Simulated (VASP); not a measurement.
Write the native input for VASP 6.6.1 that does the following.

| Item | Value |
| --- | --- |
| Task | band structure |
| Functional | PBE |
| Potentials or basis | VASP PAW PBE potentials, release 64 (Ba_sv, S) |
| Cutoff | 520 eV |
| k mesh | 6 × 6 × 6 |
| Occupations | gaussian, width 0.02 eV |
| Spin | spin-orbit coupling, no magnetisation |
| Ladder | gaps |
| Further INCAR settings | ALGO = Fast; EDIFF = 1e-07; NBANDS = 28 |

The structure of BaS lies in POSCAR:

```
BaS
1.0
    0.0000000000      3.1937500000      3.1937500000
    3.1937500000      0.0000000000      3.1937500000
    3.1937500000      3.1937500000      0.0000000000
Ba S
1 1
Direct
    0.0000000000      0.0000000000      0.0000000000
    0.5000000000      0.5000000000      0.5000000000
```

One way to write it, as run:

INCAR

```
SYSTEM = BaS
ALGO = Fast
EDIFF = 1E-7
ENCUT = 520
GGA = PE
GGA_COMPAT = .FALSE.
ISIF = 2
ISMEAR = 0
KPAR = 2
LASPH = .TRUE.
LCHARG = .FALSE.
LORBIT = 11
LREAL = .FALSE.
LSORBIT = .TRUE.
LWAVE = .FALSE.
MAGMOM = 0 0 0 0 0 0
NBANDS = 28
NELM = 60
PREC = Accurate
SIGMA = 0.02
```

KPOINTS

```
k-points
0
G
  6 6 6
  0 0 0
```

KPOINTS_OPT

```
path GXWKGLUWLK,UX
20
line-mode
reciprocal
 0.0000000000  0.0000000000  0.0000000000  G
 0.5000000000  0.0000000000  0.5000000000  X

 0.5000000000  0.0000000000  0.5000000000  X
 0.5000000000  0.2500000000  0.7500000000  W

 0.5000000000  0.2500000000  0.7500000000  W
 0.3750000000  0.3750000000  0.7500000000  K

 0.3750000000  0.3750000000  0.7500000000  K
 0.0000000000  0.0000000000  0.0000000000  G

 0.0000000000  0.0000000000  0.0000000000  G
 0.5000000000  0.5000000000  0.5000000000  L

 0.5000000000  0.5000000000  0.5000000000  L
 0.6250000000  0.2500000000  0.6250000000  U

 0.6250000000  0.2500000000  0.6250000000  U
 0.5000000000  0.2500000000  0.7500000000  W

 0.5000000000  0.2500000000  0.7500000000  W
 0.5000000000  0.5000000000  0.5000000000  L

 0.5000000000  0.5000000000  0.5000000000  L
 0.3750000000  0.3750000000  0.7500000000  K

 0.6250000000  0.2500000000  0.6250000000  U
 0.5000000000  0.0000000000  0.5000000000  X
```

Potentials or basis: VASP PAW PBE potentials, release 64 (Ba_sv, S).

Launch:

```bash
$ cat potpaw_PBE.64/Ba_sv/POTCAR potpaw_PBE.64/S/POTCAR > POTCAR
$ mpirun -np 2 vasp_ncl > vasp.out
```

It gave:

```
Pressure                                              : 1.4 GPa
Valence electrons inside the program's atomic spheres : Ba 7.91; S 3.75
```

Wall time 4.1 min on 2 MPI ranks on Intel(R) Xeon(R) Platinum 8488C (Sapphire Rapids) (shared host), peak memory 0.39 GiB a rank.
